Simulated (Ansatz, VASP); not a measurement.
This is a calculation of InP for Ansatz 0.2.0.

input.yaml

```yaml
crystal:
  lattice:
    - [0.0, 2.9305, 2.9305]
    - [2.9305, 0.0, 2.9305]
    - [2.9305, 2.9305, 0.0]
  atoms:
    - { symbol: In, position: [0.0, 0.0, 0.0] }
    - { symbol: P, position: [0.75, 0.75, 0.75] }
hamiltonian:
  xc: pbesol
  pseudopotentials: { kind: paw }
kpoints:
  mp_grid: { grid: [6, 6, 6] }
scf:
  occupations: { method: fixed }
output:
  forces: true
  stress: true
elastic:
  mode: relaxed_ion
  stencil: two_point
```

Potentials or basis: Ansatz PAW.

The run is started by

```console
$ ansatz run input.yaml --threads 2 --pin off --max-ram 5632MiB --backend cpu --events-out ev --progress --plain --runs-dir out
```

Question: Set up the same calculation for VASP 6.6.1. Potentials there: VASP PAW PBE potentials, release 64 (In_d, P).

Answer: As run (the cutoff follows the program's own potentials):

The input POSCAR:

```
InP
1.0
    0.0000000000      2.9305000000      2.9305000000
    2.9305000000      0.0000000000      2.9305000000
    2.9305000000      2.9305000000      0.0000000000
In P
1 1
Direct
    0.0000000000      0.0000000000      0.0000000000
    0.7500000000      0.7500000000      0.7500000000
```

The input INCAR.step1:

```
SYSTEM = InP
PREC = Accurate ; ENCUT = 600
EDIFF = 1E-8 ; ISMEAR = -1
SIGMA = 0.05 ; LREAL = .FALSE.
LASPH = .TRUE. ; NELM = 60
ALGO = Fast ; ISIF = 3
LWAVE = .FALSE. ; LCHARG = .FALSE.
GGA = PS ; IBRION = 2
NSW = 40 ; EDIFFG = -0.002
```

File INCAR.step2:

```
SYSTEM = InP
PREC = Accurate ; ENCUT = 600
EDIFF = 1E-8 ; ISMEAR = -1
SIGMA = 0.05 ; LREAL = .FALSE.
LASPH = .TRUE. ; NELM = 60
ALGO = Fast ; ISIF = 3
LWAVE = .FALSE. ; LCHARG = .FALSE.
GGA = PS ; IBRION = 6
NFREE = 2 ; POTIM = 0.015
NSW = 1
```

File KPOINTS:

```
regular mesh
0
G
  6 6 6
  0 0 0
```

Potentials or basis: VASP PAW PBE potentials, release 64 (In_d, P).

Run with:

```bash
$ cat potpaw_PBE.64/In_d/POTCAR potpaw_PBE.64/P/POTCAR > POTCAR
$ cp INCAR.step1 INCAR
$ mpirun -np 1 vasp_std > vasp.out
$ cp CONTCAR POSCAR
$ cp INCAR.step2 INCAR
$ mpirun -np 1 vasp_std > vasp.out
```

Both were run:

|  | VASP | Ansatz | Ansatz less VASP |
| --- | --- | --- | --- |
| elastic constant that differs most (GPa) | 53 | 56 | +2.9 |
| Voigt bulk modulus (GPa) | 67 | 70 | +2.8 |

Caveats: the PAW data sets were made with another functional, which shifts forces and pressure a little (VASP); the PAW data sets come from PBE, with cores solved anew for the run's functional, which leaves a small shift of forces and pressure (Ansatz).
